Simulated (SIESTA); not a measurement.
Runs of SIESTA 5.4.2 on SnO. Symmetry: P4/nmm, No. 129, tetragonal system. Conventional cell: a = 3.814 Å, b = 3.814 Å, c = 4.887 Å, α = 90.00°, β = 90.00°, γ = 90.00°. Sn (site symmetry 4mm) has 4 O at 2.23 Å as nearest neighbours. O (site symmetry -4m2) has 4 Sn at 2.23 Å as nearest neighbours. The cell is a database's computed one.

| task | level | potentials or basis | cell | gap on the mesh (eV) | pressure (GPa) | V0 of scaled cells (Å³/atom) | B0 (GPa) | largest force (eV/Å) |
| --- | --- | --- | --- | --- | --- | --- | --- | --- |
| single point | PBEsol | PseudoDojo 0.4 standard (PBEsol files), DZP (energy shift 0.003 Ry; two zetas on semicore shells) | as given | 0.36 | 2.5 | - | - | 0.64 |
| band structure | LDA | PseudoDojo 0.4 standard (LDA files), DZP (energy shift 0.003 Ry; two zetas on semicore shells) | as given | (a) | (b) | - | - | 0.31 |
| equation of state | LDA | PseudoDojo 0.4 standard (LDA files), DZP (energy shift 0.003 Ry; two zetas on semicore shells) | as given | - | - | 17.69 | 102 | - |
| band structure | PBEsol | PseudoDojo 0.4 standard (PBEsol files), DZP (energy shift 0.003 Ry; two zetas on semicore shells) | as given | 0.36 | 2.5 | - | - | 0.64 |
| single point | PBEsol | PseudoDojo 0.4 standard (PBEsol files), DZP (energy shift 0.003 Ry; two zetas on semicore shells) | atoms moved at random, drawn with an rms of 0.05 Å | 0.57 | 5.3 | - | - | 1.49 |
| equation of state | PBEsol | PseudoDojo 0.4 standard (PBEsol files), DZP (energy shift 0.003 Ry; two zetas on semicore shells) | as given | - | - | 18.21 | 95 | - |

Alike in all rows: no spin polarisation; k mesh 7 × 7 × 6; smearing fermi-dirac 0.05 eV; grid cutoff 800 Ry; energy shift 0.003 Ry.

**Question.** Fill in the values left out.

**Answer.** (a) 0.45; (b) -0.5.

Caveats: the basis of atomic orbitals isn't converged, which shifts pressures, moduli and gaps; spin-orbit coupling is left out, which moves the levels of the heavy elements (some runs); an odd mesh through Γ misses points on the zone boundary, where band edges often lie (some runs); the mesh misses the band edges, which the band path finds closer together (some runs); the cell was scaled at fixed shape and fractional positions, which overstates the stiffness of a crystal with free parameters, most of all of layers and chains (some runs).

A k mesh can miss the band edges, and the runs leave out spin-orbit coupling on Sn.

Runs at the PBE level aren't shown here.
